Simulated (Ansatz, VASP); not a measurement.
## One calculation of InP, two programs

File POSCAR:

```
InP
1.0
    0.0000000000      2.9534310298      2.9534310298
    2.9534310298      0.0000000000      2.9534310298
    2.9534310298      2.9534310298      0.0000000000
In P
1 1
Direct
    0.0000000000      0.0000000000      0.0000000000
    0.2500000000      0.2500000000      0.2500000000
```

INCAR.step1

```
SYSTEM = InP
PREC     = Accurate       ! precision mode
ENCUT    = 520            ! plane-wave cutoff, eV
ISMEAR   = 0              ! smearing method
SIGMA    = 0.01           ! smearing width, eV
LREAL    = .FALSE.        ! projectors in reciprocal space
LASPH    = .TRUE.         ! aspherical terms in the spheres
NELM     = 60             ! most SCF steps
NBANDS   = 16             ! bands
GGA      = PE             ! functional
ALGO     = Normal         ! electronic algorithm
EDIFF    = 1E-4           ! SCF threshold, eV
LWAVE    = .TRUE.         ! write WAVECAR
LCHARG   = .FALSE.        ! write CHGCAR
```

Contents of INCAR.step2:

```
SYSTEM = InP
PREC     = Accurate       ! precision mode
ENCUT    = 520            ! plane-wave cutoff, eV
EDIFF    = 1E-6           ! SCF threshold, eV
ISMEAR   = 0              ! smearing method
SIGMA    = 0.01           ! smearing width, eV
LREAL    = .FALSE.        ! projectors in reciprocal space
LASPH    = .TRUE.         ! aspherical terms in the spheres
NELM     = 60             ! most SCF steps
ALGO     = Normal         ! electronic algorithm
ISIF     = 2              ! what is computed and relaxed
LWAVE    = .FALSE.        ! write WAVECAR
LCHARG   = .FALSE.        ! write CHGCAR
METAGGA  = R2SCAN         ! meta-GGA
LMIXTAU  = .TRUE.       
NBANDS   = 16             ! bands
ISTART   = 1
```

File KPOINTS:

```
regular mesh
0
G
  12 12 12
  0 0 0
```

Input for Ansatz:

```yaml
crystal:
  lattice:
    - [0.0, 2.9534310298, 2.9534310298]
    - [2.9534310298, 0.0, 2.9534310298]
    - [2.9534310298, 2.9534310298, 0.0]
  atoms:
    - { symbol: In, position: [0.0, 0.0, 0.0] }
    - { symbol: P, position: [0.25, 0.25, 0.25] }
scf:
  occupations: { method: fixed }
output:
  forces: true
  stress: true
  eigenvalues: true
  write_density: true
  write_potential: true
  elf: true
  volumetric_format: npy
hamiltonian:
  xc: r2scan
basis:
  ecutwfc: 500
kpoints:
  mp_grid: { grid: [12, 12, 12] }
```

Alike in both runs: task single point; functional r2SCAN; k mesh 12 × 12 × 12; no spin polarisation.

|  | VASP | Ansatz |
| --- | --- | --- |
| version | VASP 6.6.1 | Ansatz 0.2.0 |
| potentials or method | VASP PAW PBE potentials, release 64 (In_d, P) | scalar-relativistic, plane waves, PAW |
| plane-wave cutoff (eV) | 520 | 500 |
| occupations | gaussian, width 0.01 eV | fixed |
| valence electrons in the cell | 18 | 18 |

|  | VASP | Ansatz | Ansatz less VASP |
| --- | --- | --- | --- |
| gap on the k mesh at the Fermi level (eV) | 1.03 | 1.03 | -0.004 |
| least direct gap on the mesh (eV) | 1.03 | 1.03 | -0.004 |
| pressure (GPa) | -0.1 | 0.0 | +0.10 |

Caveats: the PAW data sets were made with another functional, which shifts forces and pressure a little (VASP); spin-orbit coupling is left out, which moves the levels of the heavy elements. r2SCAN opens gaps a little over a GGA but as a rule still falls short of measured ones.
